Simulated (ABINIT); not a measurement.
The system is BN.

```
N B
1.0
     0.00000    1.81300    1.81300
     1.81300    0.00000    1.81300
     1.81300    1.81300    0.00000
N B
1 1
Direct
  0.25000 0.25000 0.25000
  0.00000 0.00000 0.00000
```

The cell is a database's computed one.

Program: ABINIT 10.8.3 (patched build). Alike in all runs: no spin polarisation; cell as given; smearing fermi-dirac 0.05 eV.

Problem. Order these runs on this cell by their pressure, lowest first.
A. level SCAN; potentials or basis JTH PAW PBE v2.0; k mesh 13 × 13 × 13; cutoff (eV) 816; fine-grid cutoff 1414.99 eV
B. level r2SCAN; potentials or basis JTH PAW PBE v2.0; k mesh 17 × 17 × 17; cutoff (eV) 816; fine-grid cutoff 1414.99 eV
C. level PBEsol; potentials or basis PseudoDojo NC SR PBEsol v0.4 stringent; k mesh 13 × 13 × 13; cutoff (eV) 1143

Solution. C (-5.7 GPa), A (-4.0 GPa), B (-2.1 GPa).

Caveats: the PAW data sets were made with another functional, which shifts forces and pressure a little (some runs).

Runs at the PBE level aren't shown here.
